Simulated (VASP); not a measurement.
# Sb (Fmmm) in VASP: notebook

Runs on Sb. Level: PBEsol. Tasks: single point.

Program: VASP 6.6.1. These are calculated values, not measurements. Logs are shortened: lines on timing, memory, paths and dates and some standing lists are left out, and cuts for length are marked.

### Step 1. The structure

The structure is orthorhombic, space group Fmmm (No. 69). The conventional cell has a = 3.742 Å, b = 5.239 Å, c = 5.289 Å, α = 90.00°, β = 90.00°, γ = 90.00°. Sb (site symmetry mmm) has 8 Sb at 3.22 to 3.24 Å as nearest neighbours.

The cell was built by a generator and needn't be a form met in nature.

### Step 2. Single point, PBEsol

INCAR reads:

```
SYSTEM = Sb
PREC = Accurate ; ENCUT = 520
EDIFF = 1E-7 ; ISMEAR = 0
SIGMA = 0.1 ; LREAL = .False.
LASPH = .True. ; NELM = 100
ALGO = Fast ; ISIF = 2
LWAVE = .False. ; LCHARG = .False.
GGA = PS ; NBANDS = 18
```

KPOINTS reads:

```
regular mesh
0
Gamma
  14 14 6
  0 0 0
```

POSCAR reads:

```
Sb
1.0
    2.6444345684     -1.8712316288      0.0000000000
    2.6444345684      1.8712316288      0.0000000000
    0.0000000000      0.0000000000     10.4776173131
Sb
4
Direct
    0.7499985189      0.2500014811      0.1250034192
    0.7500014811      0.2499985189      0.6250034192
    0.2500014811      0.7499985189      0.8749965808
    0.2499985189      0.7500014811      0.3749965808
```

Potentials or basis: VASP PAW PBE potentials, release 64 (Sb).

Launch:

```bash
> cat potpaw_PBE.64/Sb/POTCAR > POTCAR
> mpirun -np 1 vasp_std > vasp.out
```

OUTCAR:

```text
SYSTEM = Sb
   PREC = Accurate
   ENCUT = 520
   EDIFF = 1E-7
   ISMEAR = 0
   LREAL = .False.
   LASPH = .True.
   NELM = 100
   ISIF = 2
   GGA = PS

 ion  position               nearest neighbor table
   1  0.750  0.250  0.125-   4 3.22   4 3.22   3 3.22   3 3.22   4 3.72   4 3.72   3 3.72   3 3.72

   2  0.750  0.250  0.625-   3 3.22   3 3.22   4 3.22   4 3.22   3 3.72   3 3.72   4 3.72   4 3.72

   3  0.250  0.750  0.875-   2 3.22   2 3.22   1 3.22   1 3.22   2 3.72   2 3.72   1 3.72   1 3.72

   4  0.250  0.750  0.375-   1 3.22   1 3.22   2 3.22   2 3.22   1 3.72   1 3.72   2 3.72   2 3.72

  LATTYP: Found a base centered orthorhombic cell.
 ALAT       =     3.7424632576
 B/A-ratio  =     1.4132053604
 C/A-ratio  =     2.7996580305

  Lattice vectors:

 A1 = (  -2.6444345684,  -1.8712316288,   0.0000000000)
 A2 = (   2.6444345684,  -1.8712316288,   0.0000000000)
 A3 = (   0.0000000000,   0.0000000000,  10.4776173131)

Analysis of symmetry for initial positions (statically):
=====================================================================
 Subroutine PRICEL returns following result:

  LATTYP: Found a base centered orthorhombic cell.
 ALAT       =     3.7424632576
 B/A-ratio  =     1.4132053604
 C/A-ratio  =     1.3998290153

  Lattice vectors:

 A1 = (  -2.6444345684,  -1.8712316288,   0.0000000000)
 A2 = (   2.6444345684,  -1.8712316288,   0.0000000000)
 A3 = (   0.0000078333,  -0.0000055430,   5.2388086565)

   2 primitive cells build up your supercell.

 Routine SETGRP: Setting up the symmetry group for a
 base centered orthorhombic supercell.

 Subroutine GETGRP returns: Found  8 space group operations
 (whereof  4 operations were pure point group operations)
 out of a pool of  8 trial point group operations.

The static configuration has the point symmetry C_2h.
 The point group associated with its full space group is D_2h.

Analysis of symmetry for dynamics (positions and initial velocities):
=====================================================================
 Subroutine PRICEL returns following result:

  LATTYP: Found a base centered orthorhombic cell.
 ALAT       =     3.7424632576
 B/A-ratio  =     1.4132053604
 C/A-ratio  =     1.3998290153

  Lattice vectors:

 A1 = (  -2.6444345684,  -1.8712316288,   0.0000000000)
 A2 = (   2.6444345684,  -1.8712316288,   0.0000000000)
 A3 = (   0.0000078333,  -0.0000055430,   5.2388086565)

   2 primitive cells build up your supercell.

 Routine SETGRP: Setting up the symmetry group for a
 base centered orthorhombic supercell.

 Subroutine GETGRP returns: Found  8 space group operations
 (whereof  4 operations were pure point group operations)
 out of a pool of  8 trial point group operations.

The dynamic configuration has the point symmetry C_2h.
 The point group associated with its full space group is D_2h.

 Subroutine INISYM returns: Found  8 space group operations
 (whereof  4 operations are pure point group operations),
 and found     2 'primitive' translations

----------------------------------------------------------------------------------------

                                     Primitive cell

  volume of cell :      51.8469

  direct lattice vectors                    reciprocal lattice vectors
    -2.644434568 -1.871231629  0.000000000    -0.189076336 -0.267203692 -0.000000000
     2.644434568 -1.871231629  0.000000000     0.189076336 -0.267203692 -0.000000565
     0.000007833 -0.000005543  5.238808657     0.000000000  0.000000000  0.190883093

  length of vectors
     3.239528051  3.239528051  5.238808657     0.327334193  0.327334193  0.190883093

  position of ions in fractional coordinates (direct lattice)
     0.749998519  0.749997778  0.250006838
     0.249998519  0.249996297  0.749993162

  ion indices of the primitive-cell ions
   primitive index   ion index
                 1           1
                 2           4

----------------------------------------------------------------------------------------

 KPOINTS: regular mesh

Automatic generation of k-mesh.
 Grid dimensions read from file:
 generate k-points for:   14   14    6

 Generating k-lattice:

  Cartesian coordinates                     Fractional coordinates (reciprocal lattice)
     0.013505453 -0.019085978  0.000000000     0.071428571  0.000000000  0.000000000
     0.013505453  0.019085978  0.000000000     0.000000000  0.071428571  0.000000000
     0.000000000  0.000000000  0.015906924     0.000000000  0.000000000  0.166666667

  Length of vectors
     0.023381014  0.023381014  0.015906924

  Shift w.r.t. Gamma in fractional coordinates (k-lattice)
     0.000000000  0.000000000  0.000000000

 Subroutine IBZKPT returns following result:
 ===========================================

 Found    228 irreducible k-points:

 Following reciprocal coordinates:
            Coordinates               Weight
  0.000000  0.000000  0.000000      1.000000
  0.071429  0.000000  0.000000      4.000000
  0.142857  0.000000  0.000000      4.000000
  0.214286  0.000000  0.000000      4.000000
  0.285714  0.000000  0.000000      4.000000
  0.357143  0.000000  0.000000      4.000000
[... 16 lines left out ...]
  0.214286  0.142857  0.000000      4.000000
  0.285714  0.142857  0.000000      4.000000
 [... further k-points ...]
   k-points           NKPTS =    228   k-points in BZ     NKDIM =    228   number of bands    NBANDS=     18
   number of dos      NEDOS =    301   number of ions     NIONS =      4
   total plane-waves  NPLWV =  46080
   dimension x,y,z NGX =    24 NGY =   24 NGZ =   80
   dimension x,y,z NGXF=    48 NGYF=   48 NGZF=  160
   ions per type =               4
   NGX,Y,Z   is equivalent  to a cutoff of  12.32, 12.32, 12.69 a.u.
   NGXF,Y,Z  is equivalent  to a cutoff of  24.63, 24.63, 25.39 a.u.
 SYSTEM =  Sb
   PREC   = accura    normal or accurate (medium, high low for compatibility)
   ISTART =      0    job   : 0-new  1-cont  2-samecut
   ICHARG =      2    charge: 1-file 2-atom 10-const
   ISPIN  =      1    spin polarized calculation?
   LNONCOLLINEAR =      F non collinear calculations
   LSORBIT =      F    spin-orbit coupling
   LASPH  =      T    aspherical Exc in radial PAW
   ENCUT  =  520.0 eV  38.22 Ry    6.18 a.u.   6.02  6.02 19.48*2*pi/ulx,y,z
   NELM   =    100;   NELMIN=  2; NELMDL= -5     # of ELM steps
   EDIFF  = 0.1E-06   stopping-criterion for ELM
   LREAL  =      F    real-space projection
   EDIFFG = 0.1E-05   stopping-criterion for IOM
   NSW    =      0    number of steps for IOM
   IBRION =     -1    ionic relax: 0-MD 1-quasi-New 2-CG
   NFREE  =      0    steps in history (QN), initial steepest desc. (CG)
   ISIF   =      2    stress and relaxation
   ISYM   =      2    0-nonsym 1-usesym 2-fastsym
   POTIM  = 0.5000    time-step for ionic-motion
   TEBEG  =    0.0;   TEEND  =   0.0 temperature during run
   PSTRESS=    0.0 pullay stress
   NELECT =      20.0000    total number of electrons
   NUPDOWN=      -1.0000    fix difference up-down
   EMIN   =  10.00;   EMAX   =-10.00  energy-range for DOS
   EFERMI =   0.00;   METHOD = LEGACY
   ISMEAR =     0;   SIGMA  =   0.10  broadening in eV -4-tet -1-fermi 0-gaus
   EFERMI_NEDOS =   21; number of points for ismear=-14 and -15
   IALGO  =     68    algorithm
   IMIX   =      4    mixing-type and parameters
     AMIX     =   0.40;   BMIX     =  1.00
     AMIX_MAG =   1.60;   BMIX_MAG =  1.00
  volume/ion in A,a.u.               =      25.92       174.94
  Fermi-wavevector in a.u.,A,eV,Ry     =   0.945875  1.787445 12.172860  0.894680
  Thomas-Fermi vector in A             =   2.073819
   LORBIT       =      0    0 simple, 1 ext, 2 COOP (PROOUT), +10 PAW based schemes
   GGA     = PS    functional components
   LHFCALC =     F    Hartree Fock is set to
   AEXX    =    0.0000 exact exchange contribution
   IVDW    =     0    specifies the selected vdW correction
   LEPSILON=     F    determine dielectric tensor
   LRPA    =     F    only Hartree local field effects (RPA)
 non-spin polarized calculation
 RMM-DIIS sequential band-by-band and
 Gauss-broadening in eV      SIGMA  =   0.10
  energy-cutoff  :      520.00
  volume of cell :      103.69
 maximum number of plane-waves:      2823
   NGX = 13   NGY = 13   NGZ = 39

 number of electron      20.0000000 magnetization

 Free energy of the ion-electron system (eV)
  ---------------------------------------------------
  ext. energy  EPLUGINS =         0.00000000
  ---------------------------------------------------
  free energy    TOTEN  =       -17.56154637 eV

  energy without entropy =      -17.55179965  energy(sigma->0) =      -17.55667301

 E-fermi :   8.8026     XC(G=0): -10.4961

 val. band max:        8.7868622072   @ k =   0.2857   0.2857   0.3333
 cond. band min:       8.8096566437   @ k =  -0.2857   0.2857   0.0000
 fundamental gap:      0.0227944364
 Fermi energy:         8.8025884702

 k-point     1 :       0.0000    0.0000    0.0000
  band No.  band energies     occupation
      1      -4.3546      2.00000
      2      -2.9882      2.00000
      3      -2.9878      2.00000
      4       0.0125      2.00000
      5       2.9916      2.00000
      6       8.5889      1.99749
[... 10 lines left out ...]
     17      15.2307      0.00000
     18      15.7160      0.00000

 k-point     2 :       0.0714    0.0000    0.0000
  band No.  band energies     occupation
      1      -4.2720      2.00000
      2      -2.9076      2.00000
      3      -2.9072      2.00000
      4       0.0750      2.00000
      5       3.0803      2.00000
      6       8.5735      1.99881
[... 10 lines left out ...]
     17      15.5979      0.00000
     18      16.6839      0.00000

 k-point     3 :       0.1429    0.0000    0.0000
  band No.  band energies     occupation
      1      -4.0249      2.00000
      2      -2.6671      2.00000
      3      -2.6666      2.00000
      4       0.2548      2.00000
      5       3.3458      2.00000
      6       8.3457      2.00000
[... 412 lines left out ...]
 k-point    23 :       0.2143    0.1429    0.0000
  band No.  band energies     occupation
      1      -3.6151      2.00000
      2      -2.2614      2.00000
      3      -2.2610      2.00000
      4       0.6458      2.00000
      5       3.7431      2.00000
      6       8.1523      2.00000
[... 10 lines left out ...]
     17      15.2367      0.00000
     18      15.2368      0.00000

 k-point    24 :       0.2857    0.1429    0.0000
  band No.  band energies     occupation
      1      -3.1548      2.00000
      2      -1.8168      2.00000
      3      -1.8164      2.00000
      4       0.9551      2.00000
      5       4.2179      2.00000
      6       6.6278      2.00000
[... 10 lines left out ...]
     17      15.4570      0.00000
     18      15.4572      0.00000

 [... further k-points ...]

------------------------ aborting loop because EDIFF is reached ----------------------------------------

  FORCE on cell =-STRESS in cart. coord.  units (eV):
  Direction    XX          YY          ZZ          XY          YZ          ZX
  --------------------------------------------------------------------------------------
  -------------------------------------------------------------------------------------
  Total        0.0163074      0.0080244     -0.0102364      0.0000000      0.0000000      0.0000000
  in kB        0.2519669      0.1239856     -0.1581624      0.0000000      0.0000000      0.0000000
  external PRESSURE =       0.0725967 kB  Pullay stress =       0.0000000 kB

 VOLUME and BASIS-vectors are now :
 -----------------------------------------------------------------------------
  energy-cutoff  :      520.00
  volume of cell :      103.69
      direct lattice vectors                 reciprocal lattice vectors
     2.644434568 -1.871231629  0.000000000     0.189076336 -0.267203692  0.000000000
     2.644434568  1.871231629  0.000000000     0.189076336  0.267203692  0.000000000
     0.000000000  0.000000000 10.477617313     0.000000000  0.000000000  0.095441547

 POSITION                                       TOTAL-FORCE (eV/Angst)
 -----------------------------------------------------------------------------------
      2.64443     -0.93561      1.30974         0.000000      0.000000     -0.000113
      2.64443     -0.93562      6.54855        -0.000000      0.000000     -0.000113
      2.64443      0.93561      9.16788         0.000000     -0.000000      0.000113
      2.64443      0.93562      3.92907        -0.000000      0.000000      0.000113
 -----------------------------------------------------------------------------------
    total drift:                                0.000000      0.003540      0.002339

  FREE ENERGIE OF THE ION-ELECTRON SYSTEM (eV)
  ---------------------------------------------------
  free  energy   TOTEN  =       -17.5615463746 eV

  energy  without entropy=      -17.5517996460  energy(sigma->0) =      -17.55667301
```

Run time: 3.3 min. Hardware: 1 thread of Intel Xeon Platinum 8488C (Sapphire Rapids), shared host; peak memory 0.44 GiB.

Results:

- Free energy: -17.5615 eV
- Pressure: 0.0 GPa
- Band gap on the k mesh: none (metal or under the smearing width)

Caveat: the PAW data sets were made with another functional, which shifts forces and pressure a little.

### Step 3. Single point, PBEsol

This run uses another cell than the first one, of 29.53 Å³/atom, 1.139 times its volume.

INCAR reads:

```
SYSTEM = Sb
ALGO = Fast
EDIFF = 1E-6
ENCUT = 520
GGA = PS
ISIF = 2
ISMEAR = 0
LASPH = .TRUE.
LCHARG = .FALSE.
LREAL = .FALSE.
LWAVE = .FALSE.
NBANDS = 18
NELM = 100
PREC = Accurate
SIGMA = 0.1
```

KPOINTS reads:

```
k-points
0
G
  6 6 4
  0 0 0
```

POSCAR reads:

```
Sb
1.0
    2.1804721894     -5.9954720093      0.0000000000
    2.1804721894      5.9954720093      0.0000000000
    0.0000000000      0.0000000000      4.5176635512
Sb
4
Direct
    0.1184493086      0.8815506914      0.9648752071
    0.6184493086      0.3815506914      0.5351247929
    0.8815506914      0.1184493086      0.0351247929
    0.3815506914      0.6184493086      0.4648752071
```

Potentials or basis: VASP PAW PBE potentials, release 64 (Sb).

Launch:

```bash
> cat potpaw_PBE.64/Sb/POTCAR > POTCAR
> mpirun -np 1 vasp_std > vasp.out
```

Wall time 35 s (1 thread of Intel Xeon 6975P-C (Granite Rapids), shared host); peak memory 0.29 GiB.

Results (log left out):

- Free energy: -18.0694 eV
- Pressure: 0.3 GPa
- Largest force: 0.060 eV/Å
- Band gap on the k mesh: none (metal or under the smearing width)

Forces on the atoms (eV/Å):
```
Sb   0.000 -0.023  0.056
Sb   0.000 -0.023 -0.056
Sb   0.000  0.023 -0.056
Sb   0.000  0.023  0.056
```

Stress tensor (GPa, compression positive):
```
0.46 0.00 0.00
0.00 0.17 0.00
0.00 0.00 0.32
```

Levels at points of the mesh, in eV from the Fermi level:
```tsv
k point	band 7	band 8	band 9	band 10	band 11	band 12	band 13	band 14
(0.00, 0.00, 0.00)	-2.81	-2.24	-1.26	-0.30	2.28	2.72	3.20	3.75
(0.50, 0.00, 0.00)	-1.45	-1.45	-0.94	-0.94	0.66	0.66	1.41	1.41
(0.50, 0.50, 0.00)	-2.82	-1.51	-1.23	-0.64	-0.09	2.39	2.40	3.13
(0.00, 0.00, 0.50)	-1.32	-1.32	-0.21	-0.21	0.54	0.54	0.70	0.70
(0.50, 0.00, 0.50)	-4.03	-4.03	-1.39	-1.39	1.77	1.77	5.41	5.41
(0.50, 0.50, 0.50)	-1.05	-1.05	-0.68	-0.68	1.09	1.09	1.50	1.50
```

Caveat: the PAW data sets were made with another functional, which shifts forces and pressure a little.
